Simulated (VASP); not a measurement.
Set up this calculation in VASP 6.6.1, as the native input.

| Quantity | Value |
| --- | --- |
| Task | single point |
| Functional | PBE |
| Potentials or basis | VASP PAW PBE potentials, release 64 (B, As) |
| Cutoff | 520 eV |
| k mesh | 4 × 4 × 4 |
| Occupations | gaussian, width 0.02 eV |
| Spin | no spin polarisation |
| Further INCAR settings | ALGO = Normal; EDIFF = 1e-07; NBANDS = 11 |

The structure of BAs lies in POSCAR:

```
BAs                                     
1.0
    0.0000000000      2.4818544585      2.4818544585
    2.4818544585      0.0000000000      2.4818544585
    2.4818544585      2.4818544585      0.0000000000
  B               As            
     1     1
Direct
     0.0000000000000000    0.0000000000000000    0.0000000000000000
     0.2500000000000000    0.2500000000000000    0.2500000000000000
```

The cell isn't the ideal one: a relaxed cell with its volume scaled by 1.09.

One way to write it, as run:

INCAR

```
SYSTEM = BAs
PREC     = Accurate       ! precision mode
ENCUT    = 520            ! plane-wave cutoff, eV
EDIFF    = 1E-7           ! SCF threshold, eV
ISMEAR   = 0              ! smearing method
SIGMA    = 0.02           ! smearing width, eV
LREAL    = .False.        ! projectors in reciprocal space
LASPH    = .True.         ! aspherical terms in the spheres
NELM     = 60             ! most SCF steps
ALGO     = Normal         ! electronic algorithm
ISIF     = 2              ! what is computed and relaxed
LWAVE    = .False.        ! write WAVECAR
LCHARG   = .False.        ! write CHGCAR
GGA      = PE             ! functional
NBANDS   = 11             ! bands
```

KPOINTS

```
Automatic mesh
0
Gamma
  4 4 4
  0 0 0
```

Potentials or basis: VASP PAW PBE potentials, release 64 (B, As).

Launch:

```sh
$ cat potpaw_PBE.64/B/POTCAR potpaw_PBE.64/As/POTCAR > POTCAR
$ mpirun -np 1 vasp_std > vasp.out
```

It gave:

```yaml
Pressure: -9.5 GPa
Band_gap_on_the_k_mesh: 1.53 eV, indirect (least direct gap 3.13 eV)
```

Caveat: the k mesh is coarse (spacing up to 0.55 Å⁻¹), so the values aren't converged.

Run time: 3 s on 1 thread of Intel(R) Xeon(R) 6975P-C (Granite Rapids), on a shared host, peak memory 0.15 GiB.
